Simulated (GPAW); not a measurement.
## Fe2Ge: single point with PBEsol

The system is Fe2Ge.

```
Ge Fe
1.0
     4.16363    0.00000    0.00000
    -2.08182    3.60581    0.00000
     0.00000    0.00000    2.62647
Ge Fe
1 2
Direct
  0.00000 0.00000 0.00000
  0.33333 0.66667 0.50000
  0.66667 0.33333 0.50000
```

The cell comes from a database or a generator and needn't be the stable form of this composition.

```
Program             : GPAW 26.7.0
Task                : single point
Functional          : PBEsol
Potentials or basis : PAW data sets generated in the run's folder for this functional
Cutoff              : 600 eV
Basis               : pw
k mesh              : 7 × 7 × 10
Occupations         : fermi-dirac, width 0.05 eV
Spin                : collinear spin, ferromagnetic start
Starting moments    : [0.0, 3.0, 3.0] μB
Maxiter             : 150
```

The pressure is -5.8 GPa. The band gap on the k mesh is none (metal or under the smearing width), the net moment is 5.03 μB per cell and the site moments are Ge +0.01; Fe +2.43 μB.

Stress tensor (GPa, compression positive):
```
-6.07  0.00  0.00
 0.00 -6.07  0.00
 0.00  0.00 -5.25
```

Levels at points of the mesh, in eV from the Fermi level:
Spin up:
```csv
k point,band 11,band 12,band 13,band 14,band 15,band 16
"(0.00, 0.00, 0.00)",-1.46,0.15,2.05,2.05,2.74,2.74
"(0.00, 0.00, 0.50)",-0.57,-0.31,3.62,3.62,4.51,6.01
```
Spin down:
| k point | band 5 | band 6 | band 7 | band 8 | band 9 | band 10 |
| --- | --- | --- | --- | --- | --- | --- |
| (0.00, 0.00, 0.00) | -1.31 | -1.19 | -1.19 | 0.48 | 0.48 | 0.77 |
| (0.00, 0.00, 0.50) | -1.14 | -1.14 | -0.86 | -0.85 | -0.34 | -0.34 |

Wall time 54 s on 1 thread of Arm Neoverse V2 (shared host), peak memory 0.2 GiB.
